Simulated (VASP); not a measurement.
# P (R-3m) in VASP: band structure with PBEsol+D3(BJ)

Aim: the band structure of P with PBEsol+D3(BJ).

Program: VASP 6.6.1. These are calculated values, not measurements. Logs are shortened: lines on timing, memory, paths and dates and some standing lists are left out, and cuts for length are marked.

## Step 1: The structure

Symmetry: R-3m, No. 166, trigonal system. The conventional cell has a = 3.338 Å, b = 3.338 Å, c = 8.148 Å, α = 90.00°, β = 90.00°, γ = 120.00°. P (site symmetry 3m) is surrounded by 6 P at 2.30 to 2.42 Å.

This isn't the form of P at room conditions, which is orthorhombic.

## Step 2: Band structure, PBEsol+D3(BJ)

INCAR

```
PREC     = Accurate       # precision mode
ENCUT    = 520            # plane-wave cutoff, eV
EDIFF    = 1E-7           # SCF threshold, eV
ISMEAR   = 0              # smearing method
SIGMA    = 0.02           # smearing width, eV
LREAL    = False          # projectors in reciprocal space
LASPH    = True           # aspherical terms in the spheres
NELM     = 80             # most SCF steps
ALGO     = Normal         # electronic algorithm
ISIF     = 2              # what is computed and relaxed
LWAVE    = False          # write WAVECAR
LCHARG   = False          # write CHGCAR
GGA      = PS             # functional
IVDW     = 12             # dispersion correction
NBANDS   = 12             # bands
```

KPOINTS

```
Automatic mesh
0
Gamma
  12 12 12
```

POSCAR

```
P                                       
1.0
    1.6688348804      0.9635022703      2.7160848845
   -1.6688348804      0.9635022703      2.7160848845
    0.0000000000     -1.9270045293      2.7160848839
  P             
     2
Direct
     0.2439813025134331    0.2439813025134331    0.2439813025108609
     0.7560186974865669    0.7560186974865669    0.7560186974891391
```

KPOINTS_OPT

```
path GLB1,BZGX,QFP1Z,LP
10
line-mode
reciprocal
 0.0000000000  0.0000000000  0.0000000000  G
 0.5000000000  0.0000000000  0.0000000000  L

 0.5000000000  0.0000000000  0.0000000000  L
 0.5000000000  0.2342330832 -0.2342330832  B1

 0.7657669168  0.5000000000  0.2342330832  B
 0.5000000000  0.5000000000  0.5000000000  Z

 0.5000000000  0.5000000000  0.5000000000  Z
 0.0000000000  0.0000000000  0.0000000000  G

 0.0000000000  0.0000000000  0.0000000000  G
 0.3671165416  0.0000000000 -0.3671165416  X

 0.6328834584  0.3671165416  0.0000000000  Q
 0.5000000000  0.5000000000  0.0000000000  F

 0.5000000000  0.5000000000  0.0000000000  F
 0.6328834584  0.6328834584  0.2342330832  P1

 0.6328834584  0.6328834584  0.2342330832  P1
 0.5000000000  0.5000000000  0.5000000000  Z

 0.5000000000  0.0000000000  0.0000000000  L
 0.7657669168  0.3671165416  0.3671165416  P
```

Potentials or basis: VASP PAW PBE potentials, release 64 (P).

The run is started by

```console
$ cat potpaw_PBE.64/P/POTCAR > POTCAR
$ mpirun -np 1 vasp_std > vasp.out
```

OUTCAR:

```text
PREC = Accurate
   ENCUT = 520
   EDIFF = 1E-7
   ISMEAR = 0
   LREAL = False
   LASPH = True
   NELM = 80
   ISIF = 2
   GGA = PS
   IVDW = 12
 IVDW          = 12

 ion  position               nearest neighbor table
   1  0.244  0.244  0.244-   2 2.30   2 2.30   2 2.30   2 2.42   2 2.42   2 2.42
   2  0.756  0.756  0.756-   1 2.30   1 2.30   1 2.30   1 2.42   1 2.42   1 2.42

  LATTYP: Found a trigonal (rhomboedric) cell.
 ALAT       =     3.3302347639
 COS(alpha) =     0.4977649334

  Lattice vectors:

 A1 = (   1.6688348804,   0.9635022703,   2.7160848845)
 A2 = (  -1.6688348804,   0.9635022703,   2.7160848845)
 A3 = (   0.0000000000,  -1.9270045293,   2.7160848839)

Analysis of symmetry for initial positions (statically):
=====================================================================
 Subroutine PRICEL returns:
 Original cell was already a primitive cell.

 Routine SETGRP: Setting up the symmetry group for a
 trigonal (rhombohedral) supercell.

 Subroutine GETGRP returns: Found 12 space group operations
 (whereof 12 operations were pure point group operations)
 out of a pool of 12 trial point group operations.

The static configuration has the point symmetry D_3d.

Analysis of symmetry for dynamics (positions and initial velocities):
=====================================================================
 Subroutine PRICEL returns:
 Original cell was already a primitive cell.

 Routine SETGRP: Setting up the symmetry group for a
 trigonal (rhombohedral) supercell.

 Subroutine GETGRP returns: Found 12 space group operations
 (whereof 12 operations were pure point group operations)
 out of a pool of 12 trial point group operations.

The dynamic configuration has the point symmetry D_3d.

 Subroutine INISYM returns: Found 12 space group operations
 (whereof 12 operations are pure point group operations),
 and found     1 'primitive' translations

----------------------------------------------------------------------------------------

                                     Primitive cell

  volume of cell :      26.2036

  direct lattice vectors                    reciprocal lattice vectors
     1.668834880  0.963502270  2.716084884     0.299610229  0.172980046  0.122725668
    -1.668834880  0.963502270  2.716084884    -0.299610229  0.172980046  0.122725668
     0.000000000 -1.927004529  2.716084884     0.000000000 -0.345960093  0.122725669

  length of vectors
     3.330234764  3.330234764  3.330234759     0.367083063  0.367083063  0.367083064

  position of ions in fractional coordinates (direct lattice)
     0.243981303  0.243981303  0.243981303
     0.756018697  0.756018697  0.756018697

  ion indices of the primitive-cell ions
[... 90 lines left out ...]
   ISMEAR =     0;   SIGMA  =   0.02  broadening in eV -4-tet -1-fermi 0-gaus
   EFERMI_NEDOS =   21; number of points for ismear=-14 and -15
   IALGO  =     38    algorithm
   IMIX   =      4    mixing-type and parameters
     AMIX     =   0.40;   BMIX     =  1.00
     AMIX_MAG =   1.60;   BMIX_MAG =  1.00
  volume/ion in A,a.u.               =      13.10        88.42
  Fermi-wavevector in a.u.,A,eV,Ry     =   1.187466  2.243986 19.185249  1.410076
  Thomas-Fermi vector in A             =   2.323617
   LORBIT       =      0    0 simple, 1 ext, 2 COOP (PROOUT), +10 PAW based schemes
   GGA     = PS    functional components
   LHFCALC =     F    Hartree Fock is set to
   AEXX    =    0.0000 exact exchange contribution
   IVDW    =    12    specifies the selected vdW correction
   LEPSILON=     F    determine dielectric tensor
   LRPA    =     F    only Hartree local field effects (RPA)
 non-spin polarized calculation
 Gauss-broadening in eV      SIGMA  =   0.02
  energy-cutoff  :      520.00
  volume of cell :       26.20
 maximum number of plane-waves:       725
 NGX is ok and might be reduce to    28
   NGX = 13   NGY = 13   NGZ = 13

 number of electron      10.0000000 magnetization

 Free energy of the ion-electron system (eV)
  ---------------------------------------------------
  ext. energy  EPLUGINS =         0.00000000
  ---------------------------------------------------
  free energy    TOTEN  =       -11.46530990 eV

  energy without entropy =      -11.46519930  energy(sigma->0) =      -11.46525460

 E-fermi :  11.2562     XC(G=0): -11.8346

 val. band max:       11.2543661840   @ k =   0.3333   0.3333   0.3333
 cond. band min:      11.2570778757   @ k =   0.5000   0.0833  -0.0000
 fundamental gap:      0.0027116917
 Fermi energy:        11.2562151698

 k-point     1 :       0.0000    0.0000    0.0000
  band No.  band energies     occupation
      1      -6.4875      2.00000
      2       8.8143      2.00000
      3       8.8143      2.00000
      4       8.9715      2.00000
      5      10.8287      2.00000
      6      15.1239      0.00000
      7      15.2931      0.00000
      8      15.2931      0.00000
      9      16.8859      0.00000
     10      16.8859      0.00000
     11      17.1581      0.00000
     12      17.9078      0.00000
[... 331 lines left out ...]
 k-point    24 :      -0.4167    0.1667    0.0000
  band No.  band energies     occupation
      1      -1.9919      2.00000
      2      -1.0111      2.00000
      3       5.6198      2.00000
      4       7.8286      2.00000
      5       9.3450      2.00000
      6      12.1046      0.00000
      7      14.9291      0.00000
      8      16.4995      0.00000
      9      20.1254      0.00000
     10      21.2079      0.00000
     11      21.4305      0.00000
     12      27.2383      0.00000

 [... further k-points ...]

------------------------ aborting loop because EDIFF is reached ----------------------------------------

 Edisp (eV)   -0.86656

 E8    (eV) :    -0.5143

  FORCE on cell =-STRESS in cart. coord.  units (eV):
  Direction    XX          YY          ZZ          XY          YZ          ZX
  --------------------------------------------------------------------------------------
  -------------------------------------------------------------------------------------
  Total       1.21297     1.21297     1.21012    -0.00000     0.00000     0.00000
  in kB      74.16547    74.16547    73.99109    -0.00000     0.00000     0.00000
  external pressure =       74.11 kB  Pullay stress =        0.00 kB

 VOLUME and BASIS-vectors are now :
 -----------------------------------------------------------------------------
  energy-cutoff  :      520.00
  volume of cell :       26.20
      direct lattice vectors                 reciprocal lattice vectors
     1.668834880  0.963502270  2.716084884     0.299610229  0.172980046  0.122725668
    -1.668834880  0.963502270  2.716084884    -0.299610229  0.172980046  0.122725668
     0.000000000 -1.927004529  2.716084884     0.000000000 -0.345960093  0.122725669

 POSITION                                       TOTAL-FORCE (eV/Angst)
 -----------------------------------------------------------------------------------
      0.00000      0.00000      1.98802         0.000000      0.000000      0.001148
      0.00000      0.00000      6.16023         0.000000     -0.000000     -0.001148
 -----------------------------------------------------------------------------------
    total drift:                                0.000000      0.000000     -0.000000

  FREE ENERGIE OF THE ION-ELECTRON SYSTEM (eV)
  ---------------------------------------------------
  free  energy   TOTEN  =       -12.3318744172 eV

  energy  without entropy=      -12.3317638155  energy(sigma->0) =      -12.33181912
```

stdout:

```text
POSCAR found type information on POSCAR P
 POSCAR found :  1 types and       2 ions
 scaLAPACK will be used
 -----------------------------------------------------------------------------
|                                                                             |
|                                                                             |
|     You enforced a specific xc type in the INCAR file but a different       |
|     I HOPE YOU KNOW WHAT YOU ARE DOING!                                     |
|                                                                             |
 -----------------------------------------------------------------------------

 LDA part: xc-table for (Slater+PW92), standard interpolation
 POSCAR, INCAR and KPOINTS ok, starting setup
 FFT: planning ... GRIDC
 FFT: planning ... GRID_SOFT
 FFT: planning ... GRID
 WAVECAR not read
 entering main loop
 Start KPOINTS_OPT (optional k-point list driver)
k-point batch [1-90\90]
```

Run time: 31 s. Hardware: 1 thread of Intel Xeon 6975P-C (Granite Rapids), shared host; peak memory 0.22 GiB.

Results:

* Free energy: -12.3319 eV
* Pressure: 7.4 GPa
* Band gap along the path: none (metal or under the smearing width)
* Dispersion energy per atom: -0.433 eV

Levels at the corners of the path, in eV from the Fermi level:
```csv
point,band 1,band 2,band 3,band 4,band 5,band 6,band 7,band 8,band 9,band 10
Γ,-17.74,-2.44,-2.44,-2.28,-0.43,3.87,4.04,4.04,5.63,5.63
L,-13.31,-13.03,-2.20,-1.91,-1.27,-1.08,1.62,1.82,12.25,12.39
L,-13.31,-13.03,-2.20,-1.91,-1.27,-1.08,1.62,1.82,12.25,12.39
B1,-11.48,-11.22,-8.38,-8.22,0.19,0.93,5.67,5.70,9.89,9.92
B,-11.48,-11.22,-8.38,-8.22,0.19,0.93,5.67,5.70,9.89,9.92
Z,-13.55,-12.71,-2.02,-2.02,-1.33,-1.33,1.38,1.99,12.08,12.08
Z,-13.55,-12.71,-2.02,-2.02,-1.33,-1.33,1.38,1.99,12.08,12.08
Γ,-17.74,-2.44,-2.44,-2.28,-0.43,3.87,4.04,4.04,5.63,5.63
Γ,-17.74,-2.44,-2.44,-2.28,-0.43,3.87,4.04,4.04,5.63,5.63
X,-11.97,-11.35,-8.96,-5.00,-3.59,3.88,4.02,6.87,10.02,10.22
Q,-11.97,-11.35,-8.96,-5.00,-3.59,3.88,4.02,6.87,10.02,10.22
F,-12.84,-9.83,-7.35,-5.95,-5.84,0.06,8.84,8.89,9.46,11.91
F,-12.84,-9.83,-7.35,-5.95,-5.84,0.06,8.84,8.89,9.46,11.91
P1,-12.24,-10.76,-9.04,-5.29,-3.85,3.24,4.39,7.29,10.39,10.91
P1,-12.24,-10.76,-9.04,-5.29,-3.85,3.24,4.39,7.29,10.39,10.91
Z,-13.55,-12.71,-2.02,-2.02,-1.33,-1.33,1.38,1.99,12.08,12.08
L,-13.31,-13.03,-2.20,-1.91,-1.27,-1.08,1.62,1.82,12.25,12.39
P,-12.24,-10.76,-9.04,-5.29,-3.85,3.24,4.39,7.29,10.39,10.91
```

Caveat: the PAW data sets were made with another functional, which shifts forces and pressure a little; pairwise dispersion overbinds metals, which lowers pressure and volume.
